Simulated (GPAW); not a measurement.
# CaSe (Fm-3m) in GPAW: a series of runs, part 3 of 3

GPAW 26.7.0. The steps go on from the part before.

## Step 4: Band structure, r2SCAN

Contents of run.py:

```python
from ase import Atoms
from ase.dft.bandgap import bandgap
from ase.io import write
from ase.units import GPa
from gpaw import GPAW, PW

atoms = Atoms(['Se', 'Ca'],
              cell=[[0.0, 2.956, 2.956],
                    [2.956, 0.0, 2.956],
                    [2.956, 2.956, 0.0]],
              scaled_positions=[[0.5, 0.5, 0.5],
                                [0.0, 0.0, 0.0]],
              pbc=True)

calc = GPAW(mode=PW(600),
            xc='MGGA_X_R2SCAN+MGGA_C_R2SCAN',
            kpts={'size': (8, 8, 8), 'gamma': True},
            occupations={'name': 'fermi-dirac', 'width': 0.05},
            nbands=16,
            convergence={'density': 1e-05, 'energy': 1e-05},
            maxiter=150,
            txt='gpaw.txt')
atoms.calc = calc
energy = atoms.get_potential_energy()
forces = atoms.get_forces()
stress = atoms.get_stress()
calc.write('gs.gpw')
write('result.traj', atoms)
print(f'Energy: {energy:.6f} eV')
print('Forces (eV/A):')
print(forces.round(4))
print('Stress (GPa):', (stress / GPa).round(3))
print('Fermi level:', round(calc.get_fermi_level(), 4), 'eV')
print(f'Gap: {bandgap(calc)[0]:.4f} eV, direct: {bandgap(calc, direct=True)[0]:.4f} eV')

path = atoms.cell.bandpath('GXWKGLUWLK,UX', npoints=100, eps=1e-4)
bs_calc = calc.fixed_density(kpts=path, symmetry='off', nbands=28,
                             convergence={'bands': 'CBM+6.0', 'eigenstates': 1e-6}, txt='bands.txt')
bs = bs_calc.band_structure()
bs.write('bs.json')
print(f'Gap on the path: {bandgap(bs_calc)[0]:.4f} eV')
```

Potentials or basis: GPAW PAW data sets (gpaw-data 1.2.1), pw.

On the command line:

```bash
$ OMP_NUM_THREADS=1 python run.py
```

gpaw.txt:

```text
__  _  _
 | _ |_)|_||  |
 |__||  | ||/\| - 26.7.0

Input parameters:
  mode=PW(ecut=600.0),
  convergence={'density': 1e-05, 'energy': 1e-05},
  kpts=MonkhorstPack(size=(8, 8, 8), gamma=True),
  maxiter=150,
  nbands=16,
  occupations=Occupations(name='fermi-dirac', width=0.05),
  xc=XC(name='MGGA_X_R2SCAN+MGGA_C_R2SCAN')

Diagonalizing LCAO Hamiltonian
Converting LCAO to pw mode

                Se

       Ca

Atoms  # Å, Bohr magnetons
|   | symbol |        x |        y |        z |    initial magnetic moments |
|---|--------|----------|----------|----------|-----------------------------|
| 0 |     Se | 2.956000 | 2.956000 | 2.956000 | ( 0.0000,  0.0000,  0.0000) |
| 1 |     Ca | 0.000000 | 0.000000 | 0.000000 | ( 0.0000,  0.0000,  0.0000) |

Unit cell  # Å
| periodic |        x |        y |        z |  lengths |    angles |
|----------|----------|----------|----------|----------|-----------|
|      yes | 0.000000 | 2.956000 | 2.956000 | 4.180415 | 60.000000 |
|      yes | 2.956000 | 0.000000 | 2.956000 | 4.180415 | 60.000000 |
|      yes | 2.956000 | 2.956000 | 0.000000 | 4.180415 | 60.000000 |

Number of symmetries: 48
Symmetry operations  # r_c * U_cc + t_c -> r_c
|    | kind |            matrix            |
|----|------|------------------------------|
|  0 |  σ   |  1, 0, 0,  1, 0,-1,  1,-1, 0 |
|  1 |  C2  |  1, 0, 0,  1,-1, 0,  1, 0,-1 |
|  2 |  E   |  1, 0, 0,  0, 1, 0,  0, 0, 1 |
|  3 |  σ   |  1, 0, 0,  0, 0, 1,  0, 1, 0 |
|  4 |  C4  |  1, 0,-1,  1, 0, 0,  1,-1, 0 |
|  5 |  S6  |  1, 0,-1,  1,-1, 0,  1, 0, 0 |
|  6 |  σ   |  1, 0,-1,  0, 1,-1,  0, 0,-1 |
|  7 |  C3  |  1, 0,-1,  0, 0,-1,  0, 1,-1 |
|  8 |  S6  |  1,-1, 0,  1, 0, 0,  1, 0,-1 |
|  9 |  C4  |  1,-1, 0,  1, 0,-1,  1, 0, 0 |
| 10 |  C3  |  1,-1, 0,  0,-1, 1,  0,-1, 0 |
| 11 |  σ   |  1,-1, 0,  0,-1, 0,  0,-1, 1 |
| 12 |  σ   |  0, 1, 0,  1, 0, 0,  0, 0, 1 |
| 13 |  C4  |  0, 1, 0,  0, 1,-1, -1, 1, 0 |
| 14 |  C3  |  0, 1, 0,  0, 0, 1,  1, 0, 0 |
| 15 |  S6  |  0, 1, 0, -1, 1, 0,  0, 1,-1 |
| 16 |  C2  |  0, 1,-1,  1, 0,-1,  0, 0,-1 |
| 17 |  σ   |  0, 1,-1,  0, 1, 0, -1, 1, 0 |
| 18 |  S4  |  0, 1,-1,  0, 0,-1,  1, 0,-1 |
| 19 |  C4  |  0, 1,-1, -1, 1, 0,  0, 1, 0 |
| 20 |  C3  |  0, 0, 1,  1, 0, 0,  0, 1, 0 |
| 21 |  σ   |  0, 0, 1,  0, 1, 0,  1, 0, 0 |
| 22 |  S6  |  0, 0, 1,  0,-1, 1, -1, 0, 1 |
| 23 |  C4  |  0, 0, 1, -1, 0, 1,  0,-1, 1 |
| 24 |  S4  |  0, 0,-1,  1, 0,-1,  0, 1,-1 |
| 25 |  C3  |  0, 0,-1,  0, 1,-1,  1, 0,-1 |
| 26 |  C2  |  0, 0,-1,  0,-1, 0, -1, 0, 0 |
| 27 |  S6  |  0, 0,-1, -1, 0, 0,  0,-1, 0 |
| 28 |  S4  |  0,-1, 1,  1,-1, 0,  0,-1, 0 |
| 29 |  C4  |  0,-1, 1,  0, 0, 1, -1, 0, 1 |
| 30 |  C2  |  0,-1, 1,  0,-1, 0,  1,-1, 0 |
| 31 |  σ   |  0,-1, 1, -1, 0, 1,  0, 0, 1 |
| 32 |  C3  |  0,-1, 0,  1,-1, 0,  0,-1, 1 |
| 33 |  S6  |  0,-1, 0,  0, 0,-1, -1, 0, 0 |
| 34 |  S4  |  0,-1, 0,  0,-1, 1,  1,-1, 0 |
| 35 |  C2  |  0,-1, 0, -1, 0, 0,  0, 0,-1 |
| 36 |  C2  | -1, 1, 0,  0, 1, 0,  0, 1,-1 |
| 37 |  S6  | -1, 1, 0,  0, 1,-1,  0, 1, 0 |
| 38 |  S4  | -1, 1, 0, -1, 0, 1, -1, 0, 0 |
| 39 |  C3  | -1, 1, 0, -1, 0, 0, -1, 0, 1 |
| 40 |  S6  | -1, 0, 1,  0, 0, 1,  0,-1, 1 |
| 41 |  C2  | -1, 0, 1,  0,-1, 1,  0, 0, 1 |
| 42 |  C3  | -1, 0, 1, -1, 1, 0, -1, 0, 0 |
| 43 |  S4  | -1, 0, 1, -1, 0, 0, -1, 1, 0 |
| 44 |  C2  | -1, 0, 0,  0, 0,-1,  0,-1, 0 |
| 45 |  i   | -1, 0, 0,  0,-1, 0,  0, 0,-1 |
| 46 |  σ   | -1, 0, 0, -1, 1, 0, -1, 0, 1 |
| 47 |  C2  | -1, 0, 0, -1, 0, 1, -1, 1, 0 |

BZ-sampling:
  Number of BZ points: 512
  Number of IBZ points: 29

  Monkhorst-Pack size: [8, 8, 8]
  Monkhorst-Pack shift: [0.0625, 0.0625, 0.0625]

K-points  # in reciprocal-cell coordinates
|     |                                coordinates |     weight |
|-----|--------------------------------------------|------------|
|   0 | (  0.00000000,   0.00000000,   0.00000000) | 0.00195312 |
|   1 | (  0.12500000,   0.12500000,   0.00000000) | 0.01171875 |
|   2 | (  0.12500000,   0.12500000,   0.12500000) | 0.01562500 |
|   3 | (  0.25000000,   0.12500000,   0.12500000) | 0.02343750 |
|   4 | (  0.25000000,   0.25000000,   0.00000000) | 0.01171875 |
|   5 | (  0.25000000,   0.25000000,   0.12500000) | 0.04687500 |
|   6 | (  0.25000000,   0.25000000,   0.25000000) | 0.01562500 |
|   7 | (  0.37500000,   0.25000000,  -0.37500000) | 0.04687500 |
|   8 | (  0.37500000,   0.25000000,   0.12500000) | 0.04687500 |
|   9 | (  0.37500000,   0.25000000,   0.25000000) | 0.04687500 |
| ... |                                            |            |
|  28 | (  0.50000000,   0.50000000,   0.50000000) | 0.00781250 |

Plane wave coefficients: 1759
Cutoff: 600.0 eV

Spin-components: 1 (collinear spins)
Bands:           16
Projectors:      10
Spin-degeneracy: 2
Datatype:        complex128

Parallelization:
  kpt:    1
  domain: 1
  band:   1

Density:
  Valence electrons: 16.0
  Components: 1
  Grid points: [24 24 24]
  Charge: 0.0  # |e|

Potential:
  Grid points: [24 24 24]

species:
  Se:
    name:    Selenium
    Z:       34.0
    valence: 6
    core:    28
    charge:  0.0  # [|e|]
    compensation charges:
      type: gauss
      rc: 0.27  # [Å]
      lmax: 2
    cutoffs:
      filter: 1.77  # [Å]
      core: 2.67  # [Å]
    projectors
    | kind |    occ | energy [eV] | rcut [Å] |
    |------|--------|-------------|----------|
    |   4s |  2.000 |     -17.277 |    0.847 |
    |   4p |  4.000 |      -6.512 |    1.005 |
    |    s |        |       9.935 |    0.847 |
    |    p |        |      20.699 |    1.005 |
    |    d |        |       0.000 |    0.847 |

    Using partial waves for Se as LCAO basis

  Ca:
    name:    Calcium
    Z:       20.0
    valence: 10
    core:    10
    charge:  0.0  # [|e|]
    compensation charges:
      type: gauss
      rc: 0.37  # [Å]
      lmax: 2
    cutoffs:
      filter: 2.10  # [Å]
      core: 1.17  # [Å]
    projectors
    | kind |    occ | energy [eV] | rcut [Å] |
    |------|--------|-------------|----------|
    |   3s |  2.000 |     -47.086 |    1.175 |
    |   4s |  2.000 |      -3.766 |    1.175 |
    |   3p |  6.000 |     -28.008 |    1.154 |
    |    p |        |      -0.797 |    1.154 |
    |    d |        |       0.000 |    0.937 |

    Using partial waves for Ca as LCAO basis

Reference energy: -84614.401363  # eV

eigensolver:
  PPCG
  Converge bands: occupied
  niter=2

density mixing:
  MSR1-Mixer
  Pratt-step length: 0.05
  Maximum mixing coefficient: 0.75
  Old densities: 10
  SVD Regularization: 0.005
  Good broyden scale: 1.0
  Trust region scale: 1.0
  Backstep threshold: 4.0
  History deletion threshold: 6.0
  Fourier metric: weight=20.0, sigma=0.015

occupation numbers:
  Fermi-Dirac:
    width: 0.0500  # eV

poisson solver:
  ecut: 4800.0  # eV

xc functional:
  name: MGGA_X_R2SCAN+MGGA_C_R2SCAN with 2 nearest neighbor stencil

convergence criteria:
- Maximum integral of absolute [dens]ity change: 1e-05 electrons / valence electron
- Maximum [total energy] change in last 3 cyles: 1e-05 eV / valence electron
- Maximum integral of absolute [eigenst]ate change: 4e-08 eV^2 / valence electron
maximum number of iterations: 150

SCF iterations
|iter     | |      energy | eigst |  dens |
|---------|-|-------------|-------|-------|
|iter:   1| |  -27.918385 | +0.25 |       |
|iter:   2| |  -24.133665 | -1.33 | -1.20 |
|iter:   3| |-147877.081655 | +4.48 | -1.17 |
|iter:   4| |  -18.827901 | +2.07 | +1.54 |
|iter:   5| |  -24.161271 | +0.45 | -0.61 |
|iter:   6| |  -24.117886 | -1.59 | -1.66 |
|iter:   7| |  -24.103965 | -2.97 | -1.79 |
|iter:   8| |  -24.101880 | -4.30 | -2.17 |
|iter:   9| |  -24.100418 | -4.53 | -2.31 |
|iter:  10| |  -24.099890 | -4.82 | -2.55 |
|iter:  11| |  -24.099781 | -5.29 | -2.90 |
|iter:  12| |  -24.099770c| -6.14 | -3.41 |
|iter:  13| |  -24.099770c| -7.48c| -4.18 |
|iter:  14| |  -24.099770c| -8.26c| -5.10c|

Converged in 14 steps
Energy contributions relative to reference atoms: (reference = -84614.401363)

Energy contributions:
  Kinetic:          10.641166
  Coulomb:          -7.932761
  Zero:             -0.705457
  External:          0.000000
  Xc:              -26.102718
  Entropy:          -0.000000
  Spinorbit:         0.000000
  ----------------------------
  Free energy:     -24.099770
  Extrapolated:    -24.099770

dipole moment: (-19.536936, -19.536936, -19.536936)  # |e|*Ang

Fermi level: 5.761
Eigenvalues  # (at kpt = [0.000, 0.000, 0.000])
| band index |      eig [eV] | occ [0-2] |
|------------|---------------|-----------|
|          0 |       -37.077 |     2.000 |
|          1 |       -17.205 |     2.000 |
|          2 |       -17.205 |     2.000 |
|          3 |       -17.205 |     2.000 |
|          4 |        -7.951 |     2.000 |
|          5 |         4.235 |     2.000 |
[... 8 lines left out ...]
|         14 |        14.730 |     0.000 |
|         15 |        17.157 |     0.000 |

Gap: 2.506 eV
Transition (v -> c):
  (s=0, k=0, n=7, [0.00, 0.00, 0.00]) -> (s=0, k=24, n=8, [0.50, 0.50, 0.00])
Direct/indirect transitions are different
Direct gap: 3.460 eV
Transition at: (s=0, k=24, n=7, [0.50, 0.50, 0.00])

Forces  # eV/Ang
|        x |       y |       z |
|----------|---------|---------|
| -0.00000 | 0.00000 | 0.00000 |  # Se   0
|  0.00000 | 0.00000 | 0.00000 |  # Ca   1

Stress tensor  # eV/Ang^3
|         x |         y |         z |
|-----------|-----------|-----------|
| -0.005300 |  0.000000 |  0.000000 |
|  0.000000 | -0.005300 | -0.000000 |
|  0.000000 | -0.000000 | -0.005300 |

# Writing to gs.gpw (mode='')
```

Run time: 3.3 min. Hardware: 1 thread of Arm Neoverse V2, shared host; peak memory 0.36 GiB.

Results:

```
Free energy             : -24.0998 eV
Pressure                : 0.8 GPa
Band gap on the k mesh  : 2.51 eV, indirect (least direct gap 3.46 eV)
Band gap along the path : 2.51 eV, indirect (least direct gap 3.46 eV)
```

Levels at the corners of the path, in eV from the valence-band top:
```csv
point,band 6,band 7,band 8,band 9,band 10,band 11
Γ,0.00,0.00,0.00,4.15,4.22,4.22
X,-2.56,-0.95,-0.95,2.51,5.59,5.82
W,-1.99,-1.99,-1.66,4.93,4.93,5.88
K,-2.28,-2.04,-1.12,3.79,6.28,6.28
Γ,0.00,0.00,0.00,4.15,4.22,4.22
L,-3.28,-1.17,-1.17,5.12,6.06,6.07
U,-2.28,-2.04,-1.12,3.79,6.28,6.28
W,-1.99,-1.99,-1.66,4.93,4.93,5.88
L,-3.28,-1.17,-1.17,5.12,6.06,6.07
K,-2.28,-2.04,-1.12,3.79,6.28,6.28
U,-2.28,-2.04,-1.12,3.79,6.28,6.28
X,-2.56,-0.95,-0.95,2.51,5.59,5.82
```

Caveat: the PAW data sets were made with another functional, which shifts forces and pressure a little.

## Step 5: Summary

```csv
task,level,potentials or basis,k mesh,cutoff (eV),smearing,response ecut,response k mesh,response bands,kernels,coarser k mesh,gap on the mesh (eV)
dielectric tensor,PBE,"GPAW PAW data sets (gpaw-data 1.2.1), pw",6 × 6 × 6,450,fermi-dirac 0.001 eV,80 eV,20 × 20 × 20,28,"["RPA", "ALDA", "Bootstrap"]",14 × 14 × 14,2.04
equation of state,LDA,"the program's PAW data sets (release 1.2.1) made for this functional, pw",8 × 8 × 8,600,fermi-dirac 0.05 eV,-,-,-,-,-,-
band structure,r2SCAN,"GPAW PAW data sets (gpaw-data 1.2.1), pw",8 × 8 × 8,600,fermi-dirac 0.05 eV,-,-,-,-,-,2.51
```

Alike in all rows: no spin polarisation; cell as given.

Caveats: the long-wavelength limit can be off by a per cent or two (some runs); the PAW data sets were made with another functional, which shifts forces and pressure a little (some runs).

Absolute energies hang on the potentials; compare differences alone.

## Step 6: How close it comes

Step 2. A measured gap of CaSe is 3.85 eV (indirect; 2 K; a printed reference work, monograph, original work of 1988); the calculated 2.04 eV misses it by -1.81 eV. Spin-orbit coupling on Se is left out. The value is that of PBE on a finite k mesh, which can miss the band edges, without temperature or zero-point motion. Semilocal functionals fall short of measured gaps as a rule.

Step 4. A measured gap of CaSe is 3.85 eV (indirect; 2 K; a printed reference work, monograph, original work of 1988); the calculated 2.51 eV misses it by -1.34 eV. Spin-orbit coupling on Se is left out. The value is that of r2SCAN, without temperature or zero-point motion.
